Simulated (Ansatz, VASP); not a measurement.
# One calculation of GaAs, two programs

The input INCAR:

```
AGGAC    = 0.0          
ALDAC    = 0.0          
ALGO     = Normal         # electronic algorithm
EDIFF    = 1E-6           # SCF threshold, eV
ENCUT    = 520            # plane-wave cutoff, eV
GGA      = PE             # functional
ISIF     = 2              # what is computed and relaxed
ISMEAR   = -1             # smearing method
LASPH    = True           # aspherical terms in the spheres
LCHARG   = False          # write CHGCAR
LREAL    = False          # projectors in reciprocal space
LWAVE    = False          # write WAVECAR
NBANDS   = 16             # bands
NELM     = 100            # most SCF steps
PREC     = Accurate       # precision mode
SIGMA    = 0.05           # smearing width, eV
```

File KPOINTS:

```
k-points
0
Gamma
  8 8 8
```

POSCAR

```
GaAs
1.0
    0.0000000000      2.8268500000      2.8268500000
    2.8268500000      0.0000000000      2.8268500000
    2.8268500000      2.8268500000      0.0000000000
As Ga
1 1
Direct
    0.7500000000      0.7500000000      0.7500000000
    0.0000000000      0.0000000000      0.0000000000
```

Contents of input.yaml:

```yaml
crystal:
  lattice:
    - [0.0, 2.82685, 2.82685]
    - [2.82685, 0.0, 2.82685]
    - [2.82685, 2.82685, 0.0]
  atoms:
    - { symbol: As, position: [0.75, 0.75, 0.75] }
    - { symbol: Ga, position: [0.0, 0.0, 0.0] }
hamiltonian:
  xc: { exchange: pbe, correlation: none }
  pseudopotentials: { kind: paw }
kpoints:
  mp_grid: { grid: [8, 8, 8] }
  band_path:
    path:
      - [[0.0, 0.0, 0.0], [0.5, 0.0, 0.5], [0.5, 0.25, 0.75], [0.375, 0.375, 0.75], [0.0, 0.0, 0.0], [0.5, 0.5, 0.5], [0.625, 0.25, 0.625], [0.5, 0.25, 0.75], [0.5, 0.5, 0.5], [0.375, 0.375, 0.75]]
      - [[0.625, 0.25, 0.625], [0.5, 0.0, 0.5]]
    npoints: 14
scf:
  occupations: { method: fermi_dirac, width: 0.05 }
  n_extra_bands: 6
output:
  forces: true
  stress: true
  eigenvalues: true
  fatbands: false
```

Alike in both runs: functional PBE exchange alone; k mesh 8 × 8 × 8; occupations fermi-dirac, width 0.05 eV; no spin polarisation.

|  | VASP | Ansatz |
| --- | --- | --- |
| version | VASP 6.6.1 | Ansatz 0.2.0 |
| potentials or method | VASP PAW PBE potentials, release 64 (As, Ga_d) | Ansatz PAW |
| plane-wave cutoff (eV) | 520 | 420 |
| valence electrons in the cell | 18 | 28 |
| task | single point | band structure |

VASP gave:

```
gap on the k mesh at the Fermi level (eV) : 0.45
least direct gap on the mesh (eV)         : 0.45
pressure (GPa)                            : 13.4
```

Problem. What did Ansatz give for the same quantities?

Solution. gap on the k mesh at the Fermi level (eV): 0.45; least direct gap on the mesh (eV): 0.45; pressure (GPa): 13.0.

The two sets of potentials don't hold the same shells in valence.

Caveats: the PAW data sets come from PBE, with cores solved anew for the run's functional, which leaves a small shift of forces and pressure (Ansatz).
